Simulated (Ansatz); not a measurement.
**Convergence of Fe₃Co with the smearing width on a coarse mesh**

Level of theory: DFT PBEsol, scalar-relativistic, plane waves, PAW in Ansatz.

```cif
data_structure
_symmetry_space_group_name_H-M 'P 1'
_symmetry_Int_Tables_number 1
_cell_length_a 4.0236
_cell_length_b 4.0236
_cell_length_c 2.8277
_cell_angle_alpha 90.000
_cell_angle_beta 90.000
_cell_angle_gamma 90.000
_cell_volume 45.78
loop_
_atom_site_label
_atom_site_type_symbol
_atom_site_fract_x
_atom_site_fract_y
_atom_site_fract_z
_atom_site_occupancy
Fe1 Fe 0.50000 0.50000 0.00000 1
Fe2 Fe 0.50000 0.00000 0.50000 1
Fe3 Fe 0.00000 0.50000 0.50000 1
Co1 Co 0.00000 0.00000 0.00000 1
```

```
plane-wave cutoff                               : 420 eV
Γ-centred k-mesh                                : 5×5×7
list of starting moments (μB, in atom order)    : 2.6 2.87 2.87 1.99
check for lower electronic states after the SCF : on
```

The atoms are held and the smearing width on a coarse mesh is swept. Energies are extrapolated to zero smearing and count from the reference run, 10×10×14 Γ-centred mesh, Gaussian smearing 0.1 eV. The cell isn't necessarily relaxed at this level. Pressure is positive in compression.

| rule, width (eV) | ΔE (meV/atom) | ΔF, free energy (meV/atom) | P (GPa) | cell moment (μB) |
| --- | --- | --- | --- | --- |
| Gaussian 0.01 | -4.83 | -3.34 | -8.18 | 9.16 |
| Gaussian 0.05 | -4.84 | -3.49 | -8.19 | 9.16 |
| Gaussian 0.1 | -4.64 | -4.10 | -8.03 | 9.19 |
| Gaussian 0.2 | -3.99 | -7.49 | -7.91 | 9.21 |
| Gaussian 0.4 | 0.25 | -25.6 | -8.38 | 9.07 |

Moments started parallel; other magnetic orders weren't tried and can lie lower.

Cost: 5 runs of about 1.3 core-minutes in all, on Oxide Virtual Turin-like Processor (Zen 5) (shared hosts).